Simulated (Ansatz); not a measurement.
# A computed series for KBr: response to strain

Start from KBr in the rock salt structure (space group Fm-3m, No. 225; a = 6.549 Å). Axes: x, y, z lie along the cube axes.

Strains are applied to the cell and any free atomic positions relax; under biaxial strain the out-of-plane vector relaxes too.

Calculations: Ansatz (a first-principles code) PBEsol, no spin-orbit coupling.

Notes on the quantities. energy relative to the base: free energy F.

```tsv
biaxial strain, plane normal [001], relaxed out of plane (%)	energy relative to the base (meV/atom)
0	0.0
0.5	0.2
1	0.8
1.5	1.8
2	3.1
2.5	?
3	6.8
```

Fit ΔE = Aε² + Bε³ (ε in %) to the rows shown and predict the withheld row.

Least squares on the printed values gives A = 0.826 and B = -0.024 meV/atom (largest residual 0.0 meV/atom); this predicts 4.8 meV/atom, and the run gives 4.8 meV/atom, in agreement.

Stability against distortions was not tested.
